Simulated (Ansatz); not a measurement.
# ZrN (Fm-3m) in Ansatz: reference runs

Aim: a first look at ZrN with PBE, on the cell as given and on a disturbed one.

Everything below comes from runs of Ansatz 0.2.0. Logs are shortened: lines on timing, memory, paths and dates and some standing lists are left out, and cuts for length are marked.

**1. Starting point**

Symmetry: Fm-3m, No. 225, cubic system. The conventional cell has a = 4.600 Å, b = 4.600 Å, c = 4.600 Å, α = 90.00°, β = 90.00°, γ = 90.00°. Zr (site symmetry m-3m) is surrounded by 6 N at 2.30 Å. N (site symmetry m-3m) has 6 Zr at 2.30 Å as nearest neighbours.

**2. Single point, PBE**

Contents of input.yaml:

```yaml
crystal:
  lattice:
    - [0.0, 2.3, 2.3]
    - [2.3, 0.0, 2.3]
    - [2.3, 2.3, 0.0]
  atoms:
    - { symbol: Zr, position: [0.5, 0.5, 0.5] }
    - { symbol: "N", position: [0.0, 0.0, 0.0] }
hamiltonian:
  xc: pbe
  pseudopotentials: { kind: paw }
kpoints:
  mp_grid: { grid: [10, 10, 10] }
scf:
  occupations: { method: fermi_dirac, width: 0.05 }
output:
  forces: true
  stress: true
  eigenvalues: true
```

Potentials or basis: Ansatz PAW.

Command:

```console
ansatz run input.yaml --threads 1 --pin off --max-ram 2560MiB --backend cpu --events-out ev --progress --plain --runs-dir out
```

The program printed:

```text
Warning: RAYON_NUM_THREADS=1 ignored (pool sized by the plan → 1); use --threads N
Engine: ansatz 0.2.0, aarch64-unknown-linux-gnu
Pseudopotentials: kind: paw
Pseudopotential: Zr, paw, valence charge 12, recommended cutoff 420 eV (normal), Zr.paw.azcp
Pseudopotential: N, paw, valence charge 5, recommended cutoff 420 eV (normal), N.paw.azcp
Functional definition: PBE
  parameter kappa = 0.804
  parameter beta = 0.06672455060314922
  exchange = pbe_x(kappa = kappa, mu = beta*pi^2/3)
  correlation = pbe_c(beta = beta)
Crystal: 2 atoms, lattice volume = 24.334 Å³
Basis set: ecut = 420 eV, 531 PW (Γ), exchange–correlation on 48×48×48 points (8 copies of the dense FFT grid, shifted against one another)
Bands: 13, of which v1, the nominal top of the filled ones, is band 9 counted from 1 (8 counted from 0)
Symmetry: 48 space group operations
Space group: Fm-3m (ITA 225), of the structure as read, at distance tolerance 2.9e-5 Å
k-points: 47 of 1000
Non-local potential: Zr, projectors of the file, l = 0: 3, l = 1: 2, l = 2: 2, l = 3: 2
Non-local potential: N, projectors of the file, l = 0: 2, l = 1: 2, l = 2: 1
PAW form: soft (Blöchl's): semilocal exchange-correlation on the pseudo side does not see the compensation charge
PAW one-centre angular grid: Zr, 590 points (default); XC on 64 Gauss nodes
PAW one-centre angular grid: N, 110 points (default); XC on 64 Gauss nodes
Initial density: superposition of atomic densities (neutral atoms: chi_scale 0, normalization atom), corrected by the library's trained network
Initial wavefunctions: pseudopotential atomic-orbital guess
Functional: x = pbe(κ = 0.804, μ = 0.2195149727645171), c = pbe(β = 0.06672455060314922)
SCF iter   1: F=—  HF=-4571.309990 eV  |F-HF|=—  |Δ(HF+E_count)|=         —  Δρ=8.63e-4  dr2=1.37e-4  ethr=1.77e-3  ⟨swp⟩=5.0  Hψ=3002  notcnv=0
preconditioner: auto → none  [metal: Δε(μ)=0.014 eV  Ē_g=18.798 eV  σ=0.050 eV  W_gap=0.07  n_scr=8 (ndim 8)  ℏωp=29.2 eV  f_vac=0.000  D(μ)=0.82/eV (n_scr^D=8)  sad-step TF]
SCF iter   2: F=—  HF=-4571.309793 eV  |F-HF|=—  |Δ(HF+E_count)|=   1.96e-4  Δρ=4.54e-4  dr2=4.49e-5  ethr=8.06e-7  ⟨swp⟩=2.1  Hψ=1405  notcnv=0
SCF iter   3: F=—  HF=-4571.309818 eV  |F-HF|=—  |Δ(HF+E_count)|=   2.50e-5  Δρ=1.39e-4  dr2=4.80e-6  ethr=2.64e-7  ⟨swp⟩=2.3  Hψ=808  notcnv=0
SCF iter   4: F=—  HF=-4571.309817 eV  |F-HF|=—  |Δ(HF+E_count)|=   1.48e-6  Δρ=3.76e-5  dr2=3.13e-7  ethr=2.82e-8  ⟨swp⟩=2.2  Hψ=985  notcnv=0
iter 5 did not close the SCF: its close was put off for the readings that it lacked (scf_convergence_deferred on its scf_iter line)
SCF iter   5: F=-4571.309817 eV  HF=-4571.309817 eV  |F-HF|=3.74e-9  |Δ(HF+E_count)|=   5.07e-8  Δρ=6.28e-6  dr2=5.74e-9  ethr=1.84e-9  ⟨swp⟩=2.0  Hψ=1004  notcnv=0
SCF iter   6: F=-4571.309817 eV  HF=-4571.309817 eV  |F-HF|=4.91e-10  |Δ(HF+E_count)|=   7.12e-9  Δρ=2.19e-6  dr2=7.39e-10  ethr=3.37e-11  ⟨swp⟩=2.4  Hψ=1976  notcnv=0
SCF 1 converged in 6 iterations: F = -4571.309817 eV  dr2 = 7.39e-10
SCF converged after 6 iterations
Free energy (F): -4571.309817 eV
Harris-Foulkes:  -4571.309817 eV  (|F-HF|=4.91e-10)
Internal energy: -4571.303424 eV  (E = F + TS)
E sigma→0 (E₀):  -4571.306620 eV
Entropy (-TS):   -0.006393 eV (-3.197 meV/atom)
Fermi energy:    17.532886 eV
--- Per-component energies (eV) ---
  E_band       = -29.011327
  E_kinetic    = 466.907710
  E_local      = -628.576775  (includes V_loc(G=0)·N_el)
  E_nonlocal   = 123.157771
  E_hartree    = 189.131103
  E_xc         = -224.090897
  E_vxc        = -270.509273  (∫ρ·V_xc dr)
  E_paw        = -3080.391394  (= ΣΔE_a)
  E_vpaw       = -98.252511  (= ΣTr[D̂ρ^β])
  E_aug_tail   = 0.000114  (compensation charges beyond the density's cutoff)
  E_ewald      = -1417.441055
  E_smearing   = -0.006393  (= −TS)
  E_closure    = 0.000000  (closes the sum)
  Σ components = -4571.309817   (vs F -4571.309817, Δ=0.00e0)
--- Forces (eV/Å), atoms counted from 1 ---
  atom   1  Zr     0.00000000     0.00000000     0.00000000
  atom   2  N     -0.00000000     0.00000000    -0.00000000
  max |Σ_I F_I| component: 3.39e-29 eV/Å
--- Stress (GPa, compression-positive) ---
       -0.838267       0.000000       0.000000
        0.000000      -0.838267      -0.000000
        0.000000      -0.000000      -0.838267
  P = ⅓ Tr σ = -0.8383 GPa (-8.383 kbar)
--- Band table (eV; the first three rows and the last of 47) ---
  k-point 0: bands = ["-32.1068", "-9.7396", "-9.7396", "-9.7396", "1.2533", "14.8459", "14.8459", "14.8459", "17.1058", "17.1058", "17.1058", "19.0632", "19.0632"]
  k-point 1: bands = ["-32.0941", "-9.8583", "-9.7484", "-9.7484", "1.4496", "14.0623", "14.3172", "14.3172", "17.3612", "17.3930", "17.3930", "19.7597", "19.7597"]
  k-point 2: bands = ["-32.0605", "-10.1556", "-9.7713", "-9.7713", "1.9646", "12.6176", "13.3732", "13.3732", "17.8058", "18.0977", "18.0977", "21.2884", "21.2884"]
  k-point 46: bands = ["-31.9273", "-10.4485", "-10.2793", "-10.1391", "2.3141", "12.2799", "12.7605", "12.8338", "17.4913", "19.5174", "21.9736", "21.9807", "23.2549"]
```

It took 1.2 s on 1 thread of Arm Neoverse V1, shared host; peak memory 0.28 GiB.

Results:

```yaml
Free_energy: -4571.3098 eV
Pressure: -0.8 GPa
Band_gap_on_the_k_mesh: none (metal or under the smearing width)
```

Levels at points of the mesh, in eV from the Fermi level:
```tsv
k point	band 6	band 7	band 8	band 9	band 10	band 11	band 12	band 13
(0.00, 0.00, 0.00)	-2.69	-2.69	-2.69	-0.43	-0.43	-0.43	1.53	1.53
(0.00, 0.00, -0.50)	-7.65	-5.68	-5.68	2.94	3.00	3.00	4.67	7.57
(0.00, -0.50, -0.50)	-4.61	-3.47	-3.20	-3.20	3.29	4.43	4.43	4.81
```

Caveat: the pressure holds a Pulay correction of +0.4 GPa for the finite cutoff.

**3. Single point, PBE (atoms moved at random, drawn with an rms of 0.05 Å)**

input.yaml: that of step 2 with these lines changed.

```diff
@@ -6,4 +6,4 @@
   atoms:
-    - { symbol: Zr, position: [0.5, 0.5, 0.5] }
-    - { symbol: "N", position: [0.0, 0.0, 0.0] }
+    - { symbol: Zr, position: [0.499076, 0.504185, 0.497828] }
+    - { symbol: "N", position: [0.000427, -0.004565, 0.006417] }
 hamiltonian:
@@ -19 +19,5 @@
   eigenvalues: true
+  write_density: true
+  write_potential: true
+  elf: true
+  volumetric_format: npy
```

Potentials or basis: Ansatz PAW.

Command:

```console
ansatz run input.yaml --threads 1 --pin off --max-ram 2560MiB --backend cpu --events-out ev --progress --plain --runs-dir out
```

Run time: 21 s. Hardware: 1 thread of Arm Neoverse V1, shared host; peak memory 0.45 GiB.

The run converged. Its results:

| Item | Value |
| --- | --- |
| Free energy | -4571.3059 eV |
| Pressure | -0.7 GPa |
| Largest force | 0.277 eV/Å |
| Band gap on the k mesh | none (metal or under the smearing width) |

Forces in eV/Å, atoms in the order of the input:
```
Zr  -0.004  0.222 -0.165
N    0.004 -0.222  0.165
```

Stress tensor (GPa, compression positive):
```
-0.81  0.00  0.00
 0.00 -0.69  0.04
 0.00  0.04 -0.74
```

Levels at points of the mesh, in eV from the Fermi level:
```
              k point  band 4  band 5  band 6  band 7  band 8  band 9  band 10  band 11  band 12  band 13
   (0.00, 0.00, 0.00)  -27.27  -16.28   -2.70   -2.70   -2.70   -0.43    -0.41    -0.41     1.53     1.54
  (0.00, 0.00, -0.50)  -27.37  -14.12   -7.65   -5.69   -5.68    2.93     3.00     3.00     4.67     7.56
  (0.00, -0.50, 0.00)  -27.37  -14.12   -7.65   -5.69   -5.68    2.93     3.00     3.00     4.67     7.56
 (0.00, -0.50, -0.50)  -27.62  -15.74   -4.61   -3.57   -3.20   -3.10     3.30     4.43     4.43     4.80
  (-0.50, 0.00, 0.00)  -27.37  -14.12   -7.65   -5.68   -5.68    2.93     3.00     3.00     4.66     7.56
 (-0.50, 0.00, -0.50)  -27.62  -15.74   -4.61   -3.52   -3.20   -3.16     3.29     4.43     4.43     4.80
 (-0.50, -0.50, 0.00)  -27.62  -15.74   -4.61   -3.54   -3.20   -3.13     3.29     4.43     4.43     4.80
(-0.50, -0.50, -0.50)  -27.37  -14.12   -7.65   -5.68   -5.68    2.93     3.00     3.00     4.66     7.56
```

Caveat: the pressure holds a Pulay correction of +0.4 GPa for the finite cutoff.
